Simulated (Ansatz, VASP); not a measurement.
## Rb in VASP and in Ansatz

```
CELL_PARAMETERS angstrom
-2.80600 2.80600 2.66570
2.80600 -2.80600 2.66570
2.80600 2.80600 -2.66570
ATOMIC_POSITIONS crystal
Rb 0.00000 0.00000 0.00000
```

Change from the starting cell: strain +0.000 along x and y, -0.050 along z, atoms carried along.

Alike in both runs: task single point; functional PBE; k mesh 12 × 12 × 12; occupations gaussian, width 0.15 eV; no spin polarisation.

```csv
,VASP,Ansatz
version,VASP 6.6.1,Ansatz 0.2.0
potentials or method,"VASP PAW PBE potentials, release 64 (Rb_sv)","scalar-relativistic, plane waves, PAW"
plane-wave cutoff (eV),520,420
valence electrons in the cell,9,9
```

```csv
,VASP,Ansatz,Ansatz less VASP
gap on the k mesh at the Fermi level (eV),none,none,-
pressure (GPa),0.3,0.3,0.00
```

A gap of «none» marks a metal or a gap that the smearing closes.
